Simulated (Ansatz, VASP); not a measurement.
**One calculation of Pt, two programs**

The input INCAR:

```
PREC = Accurate
ENCUT = 520
EDIFF = 1E-7
ISMEAR = -1
SIGMA = 0.05
LREAL = False
LASPH = True
NELM = 80
ALGO = Normal
ISIF = 2
LWAVE = False
LCHARG = False
GGA = PS
NBANDS = 17
```

Contents of KPOINTS:

```
Automatic mesh
0
Gamma
  11 11 6
```

File POSCAR:

```
Pt
1.0
    2.7789487024      0.0000000000      0.0000000000
   -1.3894743512      2.4066401720      0.0000000000
    0.0000000000      0.0000000000      4.8238709117
Pt
2
Direct
    0.3333333333      0.6666666667      0.2500000000
    0.6666666667      0.3333333333      0.7500000000
```

input.yaml

```yaml
crystal:
  lattice:
    - [2.7789487024, 0.0, 0.0]
    - [-1.3894743512, 2.406640172, 0.0]
    - [0.0, 0.0, 4.8238709117]
  atoms:
    - { symbol: Pt, position: [0.3333333333, 0.6666666667, 0.25] }
    - { symbol: Pt, position: [0.6666666667, 0.3333333333, 0.75] }
kpoints:
  mp_grid: { grid: [11, 11, 6] }
scf:
  occupations: { method: fermi_dirac, width: 0.05 }
hamiltonian:
  xc: pbesol
  pseudopotentials: { kind: all_electron, lapw: { basis_error: 0.001 } }
output:
  forces: true
  stress: true
  eigenvalues: true
```

Change from the starting cell: volume scaled by 1.02.

Alike in both runs: task single point; functional PBEsol; k mesh 11 × 11 × 6; occupations fermi-dirac, width 0.05 eV; no spin polarisation.

```csv
,VASP,Ansatz
version,VASP 6.6.1,Ansatz 0.2.0
potentials or method,"VASP PAW PBE potentials, release 64 (Pt)","all-electron LAPW, scalar-relativistic"
plane-wave cutoff (eV),520,see its input
```

VASP gave:

- gap on the k mesh at the Fermi level (eV): none
- pressure (GPa): -15.2
- largest component of the traceless stress (GPa): 0.28

Question: Estimate Ansatz's values.

Answer: gap on the k mesh at the Fermi level (eV): none; pressure (GPa): -14.8; largest component of the traceless stress (GPa): 0.14.

A gap of «none» marks a metal or a gap that the smearing closes. Ansatz ran all-electron here, so the differences hold the error of VASP's frozen core and of both bases.

Caveats: so large a pressure means that the cell lies far from this level's equilibrium, or that cutoff or potentials fall short (VASP); the potentials were made for another functional, which shifts forces and pressure (VASP). Spin-orbit coupling is left out, which matters for the levels of Pt.
